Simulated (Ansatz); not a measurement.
Relaxed bulk Ti:

```cif
data_structure
_symmetry_space_group_name_H-M 'P 1'
_symmetry_Int_Tables_number 1
_cell_length_a 2.9004
_cell_length_b 2.9004
_cell_length_c 4.5910
_cell_angle_alpha 90.000
_cell_angle_beta 90.000
_cell_angle_gamma 120.000
_cell_volume 33.45
loop_
_atom_site_label
_atom_site_type_symbol
_atom_site_fract_x
_atom_site_fract_y
_atom_site_fract_z
_atom_site_occupancy
Ti1 Ti 0.33333 0.66667 0.25000 1
Ti2 Ti 0.66667 0.33333 0.75000 1
```

Miller indices refer to the conventional cell of P6_3/mmc (No. 194), a = 2.900 Å, b = 2.900 Å, c = 4.591 Å, α = 90.00°, β = 90.00°, γ = 120.00°.

The (001) slab of 5 planes, 9.2 Å thick with 15 Å of vacuum as cut; outer planes Ti (top) and Ti (bottom).

These are results of DFT PBEsol, scalar-relativistic, plane waves, PAW in Ansatz 0.2.0, not measurements. Settings: cutoff 420 eV, Γ-centred mesh 12×12×1 on the computed 5-atom cell, Gaussian smearing of 0.10 eV; no spin polarisation. A dipole correction removes the field between periodic images along c.

With the atoms at the bulk's places:

* Surface energy (mean of both faces): 2.29 J/m²
* Work function: 4.63 eV

Question: What changes when all atoms relax within this surface cell and its symmetry?

Answer: The energy falls by 0.133 J/m² a face, and the largest move is 0.11 Å.

| Item | Value |
| --- | --- |
| Surface energy (mean of both faces) | 2.16 J/m² |
| Work function | 4.57 eV |

```csv
plane (bottom to top),atoms,"spacing to next, bulk (Å)",relaxed (Å),change (%)
1,Ti,2.295,2.135,-7.0
2,Ti,2.295,2.348,+2.3
3,Ti,2.295,2.348,+2.3
4,Ti,2.295,2.135,-7.0
5,Ti,,,
```